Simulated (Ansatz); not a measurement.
Here is an Ansatz 0.2.0 calculation.

input.yaml

```yaml
crystal:
  lattice:
    - [3.560232814, 0.0, 0.0]
    - [-1.780116407, 3.0832520603, 0.0]
    - [0.0, 0.0, 17.52405782]
  atoms:
    - { symbol: Te, position: [0.3333333333, 0.6666666667, 0.10214455] }
    - { symbol: Te, position: [0.3333333333, 0.6666666667, 0.89785545] }
    - { symbol: Mo, position: [0.0, 0.0, 0.0] }
hamiltonian:
  xc: pbesol
  pseudopotentials: { kind: paw }
kpoints:
  mp_grid: { grid: [9, 9, 2] }
  band_path:
    path:
      - [[0.0, 0.0, 0.0], [0.5, 0.0, 0.0], [0.3333333333, 0.3333333333, 0.0], [0.0, 0.0, 0.0], [0.0, 0.0, 0.5], [0.5, 0.0, 0.5], [0.3333333333, 0.3333333333, 0.5], [0.0, 0.0, 0.5]]
      - [[0.5, 0.0, 0.5], [0.5, 0.0, 0.0]]
      - [[0.3333333333, 0.3333333333, 0.0], [0.3333333333, 0.3333333333, 0.5]]
    npoints: 14
scf:
  occupations: { method: fermi_dirac, width: 0.05 }
  n_extra_bands: 7
output:
  forces: true
  stress: true
  eigenvalues: true
  fatbands: false
```

Potentials or basis: Ansatz PAW.

Command:

```console
$ ansatz run input.yaml --threads 2 --pin off --max-ram 5632MiB --backend cpu --events-out ev --progress --plain --runs-dir out
```

Predict the band gap along the path.

1.05 eV, direct.

Estimate the band gap on the k mesh.

1.05 eV, direct.

Estimate the largest force.

0.175 eV/Å.

Forces on the atoms (eV/Å):
```
Te   0.000  0.000 -0.175
Te   0.000  0.000  0.175
Mo   0.000  0.000  0.000
```

Caveat: spin-orbit coupling is left out, which moves the levels of the heavy elements; the PAW data sets come from PBE, with cores solved anew for the run's functional, which leaves a small shift of forces and pressure.
